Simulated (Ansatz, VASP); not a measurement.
## Cross-check of PtSe2 (1T-PtSe2, 3 layers, AA stacking) between VASP and Ansatz

One calculation is typed for both programs; each brings its own data sets. How far apart do they land? Of the first pair: The structure shown is the start of the Ansatz relaxation below; VASP solves that cell, so the two are compared at the walk's first step.

Method: plane waves, with VASP 6.6.1 beside it; single point at PBE with D3(BJ), in Ansatz 0.2.0.

### Step 1. The structure

The cell holds 9 atoms: 6 Se and 3 Pt. Cell: a = 3.750 Å, b = 3.750 Å, c = 30.403 Å, α = 90.0°, β = 90.0°, γ = 120.0°. Vacuum lies along c.

### Step 2. Ansatz: relaxation, PBE with D3(BJ)

Ansatz runs on its default PAW (the set named soft_2) files.

The two programs are compared at the cell with which this relaxation starts, whose forces are those of its first step.

Input file input.yaml:

```yaml
crystal:
  lattice:
    - [3.75, 0.0, 0.0]
    - [-1.875, 3.2475952642, 0.0]
    - [0.0, 0.0, 30.4031533865]
  atoms:
    - { symbol: Se, position: [0.6666666667, 0.3333333333, 0.2795762628] }
    - { symbol: Pt, position: [0.0, 0.0, 0.3168703843] }
    - { symbol: Se, position: [0.3333333333, 0.6666666667, 0.3541645059] }
    - { symbol: Se, position: [0.6666666667, 0.3333333333, 0.4627058785] }
    - { symbol: Pt, position: [0.0, 0.0, 0.5] }
    - { symbol: Se, position: [0.3333333333, 0.6666666667, 0.5372941215] }
    - { symbol: Se, position: [0.6666666667, 0.3333333333, 0.6458354941] }
    - { symbol: Pt, position: [0.0, 0.0, 0.6831296157] }
    - { symbol: Se, position: [0.3333333333, 0.6666666667, 0.7204237372] }
kpoints:
  mp_grid: { grid: [12, 12, 1] }
hamiltonian:
  xc: pbe
  dispersion: d3bj
scf:
  occupations: { method: fermi_dirac, width: 0.05 }
  convergence: { dr2_threshold: 1.0e-08 }
efield:
  axis: 3
  dipole_correction: true
  ramp_position: 0.97
  ramp_width: 0.04
relax:
  f_tol: 0.01
  cell: { fix: [c, alpha, beta] }
output:
  write_potential: true
  write_density: true
  volumetric_format: npy
```

On the command line:

```
$ ansatz run input.yaml --threads 8 --pin off --max-ram 16384MiB --backend cpu --events-out ev --progress --plain --runs-dir out
```

Numbers of over 12 decimals in the logs are rounded to 6 here.

What it wrote:

```text
Warning: relax.cell: scf.convergence.dr2_threshold = 1e-8 eV is looser than the 9e-10 eV advised for a relaxation that steers and ends on the stress (1e-10 eV for each atom of the cell: 9). What an SCF threshold leaves in a stress goes as its square root, and in the free energy as the threshold itself, and one threshold admits the most on a small cell: [figures from the program's tests cut] Set scf.convergence.dr2_threshold to 9e-10 eV or tighter. The threshold is an SCF's pass mark: one that does not reach it within its budget of iterations ends unconverged, or closes short of it on a stop that the run arms, and scf.convergence.dr2_threshold's page says what that costs each kind of run
Engine: ansatz 0.2.0, aarch64-unknown-linux-gnu
Pseudopotentials: kind: paw
Pseudopotential: Se, paw, valence charge 16, recommended cutoff 420 eV (normal), Se.paw.azcp
Pseudopotential: Pt, paw, valence charge 18, recommended cutoff 420 eV (normal), Pt.paw.azcp
Functional definition: PBE
  parameter kappa = 0.804
  parameter beta = 0.066725
  exchange = pbe_x(kappa = kappa, mu = beta*pi^2/3)
  correlation = pbe_c(beta = beta)
Crystal: 9 atoms, lattice volume = 370.264 Å³
Basis set: ecut = 420 eV, 7289 PW (Γ), exchange–correlation on 54×54×432 points (8 copies of the dense FFT grid, shifted against one another)
Bands: 90, of which v1, the nominal top of the filled ones, is band 75 counted from 1 (74 counted from 0)
Symmetry: 6 space group operations
k-points: 19 of 144 (time reversal used)
Non-local potential: Se, projectors of the file, l = 0: 2, l = 1: 2, l = 2: 3, l = 3: 1
Non-local potential: Pt, projectors of the file, l = 0: 3, l = 1: 2, l = 2: 2, l = 3: 1
PAW form: soft (Blöchl's): semilocal exchange-correlation on the pseudo side does not see the compensation charge
PAW one-centre angular grid: Se, 590 points (default); XC on 64 Gauss nodes
PAW one-centre angular grid: Pt, 590 points (default); XC on 64 Gauss nodes
Initial density: superposition of atomic densities (neutral atoms: chi_scale 0, normalization atom), corrected by the library's trained network
Initial wavefunctions: pseudopotential atomic-orbital guess
Functional: x = pbe(κ = 0.804, μ = 0.219515), c = pbe(β = 0.066725)
SCF iter   1: F=—  HF=-70389.408304 eV  |F-HF|=—  |Δ(HF+E_count)|=         —  Δρ=2.44e-3  dr2=4.79e-2  ethr=1.77e-3  p=-0.000 e·Å  D=-4.07e-5 V/Å  ΔV_dip=0.00 eV  dr2_dipole=8.99e-8  V_vac-E_F(+/−)=4.73/4.73 eV  ⟨swp⟩=7.7  Hψ=6847  notcnv=0  defer=32
efield: sawtooth ramp at fractional position 0.9700 (set: `efield.ramp_position`, or a place that a band, a saddle search or an elastic batch's reference lends), width 0.0400; the density the first Hamiltonian is built on has a dipole p = -0.000 e·Å; the dipole correction subtracts the counter field D = -4.07e-5 V/Å, which shifts the + side's vacuum level by +0.00 eV against the − side's; the planar-averaged density in the ramp window peaks in size at 5.7e-6 e/Å³
preconditioner: auto → Resta (q_TF=auto, 2.347 Å⁻¹)  ε∞=3.4  [insulator: Δε(μ)=0.602 eV  Ē_g=10.114 eV  σ=0.050 eV  W_gap=0.99  n_scr=100 (ndim 8)  ℏωp=15.7 eV  f_vac=0.483  D(μ)=0.02/eV (n_scr^D=0)  ε∞_Penn≈3.4  vacuum switching on, ρ_ref=7.4e-3 e/Å³]
SCF iter   2: F=—  HF=-70389.397561 eV  |F-HF|=—  |Δ(HF+E_count)|=   1.07e-2  Δρ=1.34e-3  dr2=1.69e-2  ethr=3.19e-5  p=0.000 e·Å  D=3.02e-5 V/Å  ΔV_dip=-0.00 eV  dr2_dipole=1.81e-7  V_vac-E_F(+/−)=4.84/4.84 eV  ⟨swp⟩=2.0  Hψ=2692  notcnv=0  defer=116
SCF iter   3: F=—  HF=-70389.396446 eV  |F-HF|=—  |Δ(HF+E_count)|=   1.12e-3  Δρ=7.42e-4  dr2=1.05e-2  ethr=1.12e-5  p=-0.000 e·Å  D=-3.48e-5 V/Å  ΔV_dip=0.00 eV  dr2_dipole=2.68e-7  V_vac-E_F(+/−)=4.74/4.74 eV  ⟨swp⟩=2.0  Hψ=2280  notcnv=0  defer=116
SCF iter   4: F=—  HF=-70389.395583 eV  |F-HF|=—  |Δ(HF+E_count)|=   8.62e-4  Δρ=2.14e-4  dr2=1.78e-4  ethr=6.98e-6  p=0.000 e·Å  D=1.76e-5 V/Å  ΔV_dip=-0.00 eV  dr2_dipole=4.80e-8  V_vac-E_F(+/−)=4.78/4.78 eV  ⟨swp⟩=2.0  Hψ=1995  notcnv=0  defer=116
SCF iter   5: F=—  HF=-70389.395655 eV  |F-HF|=—  |Δ(HF+E_count)|=   7.14e-5  Δρ=1.28e-4  dr2=1.40e-4  ethr=1.19e-7  p=-0.000 e·Å  D=-5.60e-5 V/Å  ΔV_dip=0.00 eV  dr2_dipole=6.79e-7  V_vac-E_F(+/−)=4.78/4.78 eV  ⟨swp⟩=3.4  Hψ=2921  notcnv=0  defer=116
SCF iter   6: F=—  HF=-70389.395612 eV  |F-HF|=—  |Δ(HF+E_count)|=   4.31e-5  Δρ=3.45e-5  dr2=1.03e-5  ethr=9.31e-8  p=0.000 e·Å  D=2.91e-5 V/Å  ΔV_dip=-0.00 eV  dr2_dipole=1.44e-7  V_vac-E_F(+/−)=4.78/4.78 eV  ⟨swp⟩=2.0  Hψ=2056  notcnv=0  defer=116
[...]
eigensolver tolerance schedule: the retry pair's looser diagonalisation over-reported the residual by 47056.03 of it (diagonalisation noise at an unbounded share of the residual, at the tolerance the schedule requests for it); recorded, not acted on — ethr = c·dr2/N_el stays at c = 1.0e-1
preconditioner: auto → LDOS  [insulator: Δε(μ)=0.248 eV  Ē_g=9.703 eV  σ=0.050 eV  W_gap=0.60  n_scr=100 (ndim 8)  ℏωp=15.7 eV  f_vac=0.502  D(μ)=1.57/eV (n_scr^D=8)  ε∞_Penn≈3.6  β→1.0]
SCF iter   2: F=—  HF=-70390.648044 eV  |F-HF|=—  |Δ(HF+E_count)|=   2.49e-4  Δρ=1.63e-6  dr2=1.07e-8  ethr=3.30e-12  p=-0.000 e·Å  D=-1.75e-6 V/Å  ΔV_dip=0.00 eV  dr2_dipole=1.10e-10  V_vac-E_F(+/−)=4.68/4.68 eV  ⟨swp⟩=17.8  Hψ=14938  notcnv=0
SCF iter   3: F=-70390.648044 eV  HF=-70390.648044 eV  |F-HF|=6.26e-10  |Δ(HF+E_count)|=   3.14e-9  Δρ=6.36e-7  dr2=9.68e-10  ethr=3.30e-12  p=-0.000 e·Å  D=-1.95e-6 V/Å  ΔV_dip=0.00 eV  dr2_dipole=5.53e-11  V_vac-E_F(+/−)=4.68/4.68 eV  ⟨swp⟩=7.1  Hψ=10532  notcnv=0
SCF 9 converged in 3 iterations: F = -70390.648044 eV  dr2 = 9.68e-10
relax step   9: F+E_penalty+E_count = -70390.64804358 eV  Δ(F+E_penalty+E_count) = +6.583e-5 eV  max|allowed force component| = 4.927e-3 eV/Å  Δτ_max = 0.0000 Å  P = +0.017 GPa  Ω = 369.618 Å³  fix = [c, alpha, beta]  reactions: c +0.000 GPa  stress off target by 2.62e-2 GPa on what of the cell is left free  SCF on the basis re-selected at this cell (its energy is not comparable with the rows above)  (3 SCF iters)
basis re-selected at this cell: Δ(F+E_penalty+E_count) = +6.583e-5 eV, ΔP = -0.001 GPa vs the last step (what re-selecting the basis moved, of the pressure what is left beyond the Pulay correction that the steps carried, after the strain that the cell walked since its last selection, with what the two solves' SCF thresholds leave and, on support functions, any second-order correction that the steps lacked; it is no m [...]
SCF converged after 3 iterations
Free energy (F): -70390.648044 eV
Harris-Foulkes:  -70390.648044 eV  (|F-HF|=6.26e-10)
Internal energy: -70390.633697 eV  (E = F + TS)
E sigma→0 (E₀):  -70390.640870 eV
Entropy (-TS):   -0.014346 eV (-1.594 meV/atom)
Fermi energy:    4.186024 eV
Dipole field:    D = 0.000005 V/Å  (p = 0.000011 e·Å, saw-weighted, corrected)
Work function:   Φ+ = 4.6834 eV   Φ− = 4.6835 eV
Levels:          The Fermi level and band energies are counted from a zero that moves with the ramp; work functions are not
--- Per-component energies (eV) ---
  E_band       = -4233.452484
  E_kinetic    = 2622.425679
  E_local      = -255219.544164  (includes V_loc(G=0)·N_el)
  E_nonlocal   = -2971.099067
  E_hartree    = 126196.904857
  E_xc         = -1411.159253
  E_vxc        = -1498.528854  (∫ρ·V_xc dr)
  E_paw        = -39833.996100  (= ΣΔE_a)
  E_vpaw       = 439.484729  (= ΣTr[D̂ρ^β])
  E_aug_tail   = -0.003001  (compensation charges beyond the density's cutoff)
  E_efield     = 0.000000  (sawtooth field / dipole correction)
  E_vefield    = -0.000247  (∫n·V_field dr)
  E_ewald      = 100229.609634
  E_disp       = -3.772283  (pairwise vdW)
  E_smearing   = -0.014346  (= −TS)
  E_closure    = -0.000000  (closes the sum)
  Σ components = -70390.648044   (vs F -70390.648044, Δ=0.00e0)
--- Forces (eV/Å), atoms counted from 1 ---
  atom   1  Se     0.00000000    -0.00000000    -0.00332825
  atom   2  Pt    -0.00000000     0.00000000     0.00492721
  atom   3  Se    -0.00000000     0.00000000    -0.00273430
  atom   4  Se     0.00000000    -0.00000000    -0.00125650
  atom   5  Pt     0.00000000    -0.00000000     0.00002753
  atom   6  Se    -0.00000000     0.00000000     0.00166637
  atom   7  Se     0.00000000    -0.00000000     0.00230419
  atom   8  Pt     0.00000000    -0.00000000    -0.00492724
  atom   9  Se    -0.00000000     0.00000000     0.00332076
  max |Σ_I F_I| component: 2.27e-7 eV/Å
--- Stress (GPa, compression-positive) ---
        0.026154       0.000000       0.000000
        0.000000       0.026154       0.000000
        0.000000       0.000000       0.000006
  P = ⅓ Tr σ = 0.0174 GPa (0.174 kbar)
--- Band table (eV; the first three rows and the last of 19) ---
  k-point 0: bands = [... 71 lower, 3.1215, 3.1215, 3.1578, 4.2337, 5.4979, 5.4979, 5.9752, 5.9752, ... 11 higher]
  k-point 1: bands = [... 71 lower, 2.9897, 3.1365, 3.7074, 4.2088, 5.2570, 5.3624, 5.5140, 5.8439, ... 11 higher]
  k-point 2: bands = [... 71 lower, 2.8698, 3.0997, 3.4089, 3.9611, 4.9107, 4.9519, 5.1289, 5.4932, ... 11 higher]
  k-point 18: bands = [... 71 lower, 2.0326, 2.0326, 2.3524, 2.3524, 4.3144, 4.3144, 5.1027, 5.1027, ... 11 higher]
--- Relaxed structure (8 steps of the walk, 8 accepted, 1 SCFs on fresh bases) ---
  F+E_penalty+E_count = -70390.64804358 eV   max|allowed force component| = 4.927e-3 eV/Å   (the final SCF, on the basis selected at the relaxed cell)
  cell:  # Å, volume = 369.6180 Å³
    - [3.746726, 0, 0]
    - [-1.873363, 3.244760, 0]
    - [0, 0, 30.4031533865]
  atoms:
    - { symbol: Se, position: [0.666667, 0.333333, 0.295834] }
    - { symbol: Pt, position: [6.6686768162739734e-18, 0, 0.339096] }
    - { symbol: Se, position: [0.333333, 0.666667, 0.381267] }
    - { symbol: Se, position: [0.666667, 0.333333, 0.457476] }
    - { symbol: Pt, position: [0, 0, 0.499995] }
    - { symbol: Se, position: [0.333333, 0.666667, 0.542514] }
    - { symbol: Se, position: [0.666667, 0.333333, 0.618739] }
    - { symbol: Pt, position: [-6.6671096867644646e-18, 0, 0.660909] }
    - { symbol: Se, position: [0.333333, 0.666667, 0.704171] }
```

In the SCF lines HF is the Harris–Foulkes energy and dr2 the Hartree energy of the density residual, in eV; the loop may stop once dr2 is under the threshold and the program's other checks hold. Hψ counts applications of the Hamiltonian.

(Continued in part 2 of 2.)

[Lines on the potential files, build, host, timing and source positions are cut from VASP's logs without a mark.]

[Logs are printed without paths, hosts, clocks, repeated set-up lines and the standing remarks that a program may print on its own settings, such as how far it seeks lower states.]

[Hosts, paths, dates, database ids (printed as entryN), source tags and the programs' standing remarks are cut or masked in the printed files.]
